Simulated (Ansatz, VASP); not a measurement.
This is a calculation of Pb for Ansatz 0.2.0.

File input.yaml:

```yaml
crystal:
  lattice:
    - [0.0, 2.47502, 2.47502]
    - [2.47502, 0.0, 2.47502]
    - [2.47502, 2.47502, 0.0]
  atoms:
    - { symbol: Pb, position: [0.0, 0.0, 0.0] }
hamiltonian:
  xc: r2scan
  pseudopotentials: { kind: paw }
kpoints:
  mp_grid: { grid: [9, 9, 9] }
scf:
  occupations: { method: fermi_dirac, width: 0.05 }
output:
  forces: true
  stress: true
  eigenvalues: true
```

Potentials or basis: Ansatz PAW.

The run is started by

```console
$ ansatz run input.yaml --threads 2 --pin off --max-ram 5120MiB --backend cpu --events-out ev --progress --plain --runs-dir out
```

Problem. Translate it to VASP 6.6.1. Potentials there: VASP PAW PBE potentials, release 64 (Pb_d).

Solution. As run (the cutoff follows the program's own potentials):

Contents of INCAR:

```
SYSTEM = Pb
PREC = Accurate
ENCUT = 520
EDIFF = 1E-6
ISMEAR = -1
SIGMA = 0.05
LREAL = .FALSE.
LASPH = .TRUE.
NELM = 60
ALGO = Normal
ISIF = 2
LWAVE = .FALSE.
LCHARG = .TRUE.
METAGGA = R2SCAN
LMIXTAU = .TRUE.
LELF = .TRUE.
LVHAR = .TRUE.
NBANDS = 13
```

KPOINTS

```
regular mesh
0
G
  9 9 9
  0 0 0
```

POSCAR

```
Pb
1.0
    0.0000000000      2.4750200000      2.4750200000
    2.4750200000      0.0000000000      2.4750200000
    2.4750200000      2.4750200000      0.0000000000
Pb
1
Direct
    0.0000000000      0.0000000000      0.0000000000
```

Potentials or basis: VASP PAW PBE potentials, release 64 (Pb_d).

The run is started by

```console
$ cat potpaw_PBE.64/Pb_d/POTCAR > POTCAR
$ mpirun -np 1 vasp_std > vasp.out
```

Both were run:

|  | VASP | Ansatz | Ansatz less VASP |
| --- | --- | --- | --- |
| gap on the k mesh at the Fermi level (eV) | none | none | - |
| pressure (GPa) | 1.1 | 1.1 | +0.01 |

A gap of «none» marks a metal or a gap that the smearing closes. With one functional, cell and mesh, what is left measures potentials, basis and numerics.

Caveats: the PAW data sets were made with another functional, which shifts forces and pressure a little (VASP); the PAW data sets come from PBE, with cores solved anew for the run's functional, which leaves a small shift of forces and pressure (Ansatz). Spin-orbit coupling is left out, which matters for the levels of Pb.
